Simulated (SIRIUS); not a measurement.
## BaTiO3 in SIRIUS: convergence with smearing width

Crystal: BaTiO3.

```
Ba Ti O
1.0
     3.99980    0.00000    0.00000
     0.00000    3.99980    0.00000
     0.00000    0.00000    4.01800
Ba Ti O
1 1 3
Direct
  0.99009 0.01538 0.99613
  0.49689 0.50035 0.49338
  0.99631 0.50045 0.51255
  0.51343 0.00046 0.52163
  0.50648 0.49304 0.02463
```

The cell isn't the ideal one: atoms moved at random, drawn with an rms of 0.05 Å.

| Item | Value |
| --- | --- |
| Program | SIRIUS 7.10.0 |
| Task | single point |
| Functional | PBE |
| Potentials or basis | in-house norm-conserving set, PBE (scalar relativistic) |
| Cutoff | 1254 eV |
| Density cutoff | 5016 eV |
| k mesh | 3 × 3 × 3 |
| Occupations | cold, width 0.4 eV |
| Spin | no spin polarisation |

These are the settings of the first run; the series varies smearing width, with any setting tied to it.

Hardware: 1 thread of Arm Neoverse V1 (shared host).

Problem. The values tried are 0.4 eV, 0.3 eV, 0.2 eV, 0.136 eV, 0.1 eV, 0.05 eV, 0.025 eV, 0.01 eV, loosest first. From which on does the gap on the mesh stay within 0.01 eV of the tightest run that finished?

Solution. From 0.3 eV on.

```
smearing width  energy less the tightest run (meV/atom)  pressure (GPa)  largest force (eV/Å)  gap on the mesh (eV)  SCF cycles  CPU time (s)  peak memory (GiB)
        0.4 eV                                    19.36            2.83                 0.694                 2.064          26           170                0.5
        0.3 eV                                    12.06            2.80                 0.664                 2.061          26           170               0.51
        0.2 eV                                     0.00            2.97                 0.679                 2.051          26           180                0.5
      0.136 eV                                     0.00            2.97                 0.679                 2.051          26           170               0.51
        0.1 eV                                     0.00            2.97                 0.679                 2.051          26           170               0.51
       0.05 eV                                     0.00            2.97                 0.679                 2.051          26           180                0.5
      0.025 eV                                     0.00            2.97                 0.679                 2.051          26           170                0.5
       0.01 eV                                     0.00            2.97                 0.680                 2.051          26           170                0.5
```

Against the tightest run, the energy stays within 1 meV/atom from 0.2 eV on; the pressure stays within 0.1 GPa from 0.2 eV on; the largest force stays within 0.005 eV/Å from 0.2 eV on. The tightest run that finished is the yardstick and may itself not be fully converged.

Caveat, for the tightest run too: the k mesh is coarse (spacing up to 0.52 Å⁻¹), so the values aren't converged; spin-orbit coupling is left out, which moves the levels of the heavy elements; an odd mesh through Γ misses points on the zone boundary, where band edges often lie.
